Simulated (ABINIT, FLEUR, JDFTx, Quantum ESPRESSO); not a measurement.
# Cost and result for the band gap of GaN

The structure is hexagonal, space group P6_3mc (No. 186). Conventional cell: a = 3.180 Å, b = 3.180 Å, c = 5.166 Å, α = 90.00°, β = 90.00°, γ = 120.00°. Ga (site symmetry 3m) has 4 N at 1.94 to 1.95 Å as nearest neighbours. N (site symmetry 3m) is surrounded by 4 Ga at 1.94 to 1.95 Å.

```csv
rung,level,program and potentials,cutoff (eV),k mesh,task,spin,core time,chip,band gap (eV),miss (eV),notes
LDA,LDA,"ABINIT, JTH PAW LDA v2.0",680,4 × 4 × 2,single point,off,8.8 s,Arm Neoverse V2,1.96,-1.54,coarse mesh
GGA,BLYP,"JDFTx, PseudoDojo-SR-PBE-0.5-standard with smoothed tails",1143,10 × 10 × 5,band structure,off,44 s,Arm Neoverse V2,2.06,-1.44,potentials made for PBE; from the band path
GGA,PBE,"JDFTx, PseudoDojo-SR-PBE-0.5-standard",1143,10 × 10 × 5,band structure,off,45 s,Arm Neoverse V2,2.01,-1.49,from the band path
GGA,revPBE,"Quantum ESPRESSO, PseudoDojo 0.4.1 SR PBE standard",1143,10 × 10 × 5,band structure,off,2.3 min,Arm Neoverse V1,2.10,-1.40,potentials made for PBE
GGA,RPBE,"FLEUR, all-electron, FLAPW",-,10 × 10 × 5,band structure,off,3.4 min,AMD EPYC 9R14 Zen 4,2.10,-1.40,-
GGA,PBE,"Quantum ESPRESSO, PseudoDojo 0.4 FR PBE standard",1143,10 × 10 × 5,band structure,"SOC, no magnetisation",11 min,Arm Neoverse V1,(a),?,-
```

Times are single runs on shared hosts and different chips, so they are rough; meshes, cutoffs and the tasks' sizes weigh on the time. Gaps are the least found on the k mesh or the band path, and a mesh can miss the band edges. The cell comes from a database and isn't always the measured one. Meshes differ between rows, which moves values too. All levels ran on this one cell, unrelaxed unless noted. Meshes are those of the run's cell of 4 atoms unless a note names another. Misses use the values as printed. Runs on faulty files, with rough fits or with known faults for this quantity aren't shown.

Measured: 3.5 eV at 1.6 K (a printed reference work). The runs are for a static lattice.

Problem. Estimate the value left out from the other rows.

Solution. (a) 2.00 eV, miss -1.50.
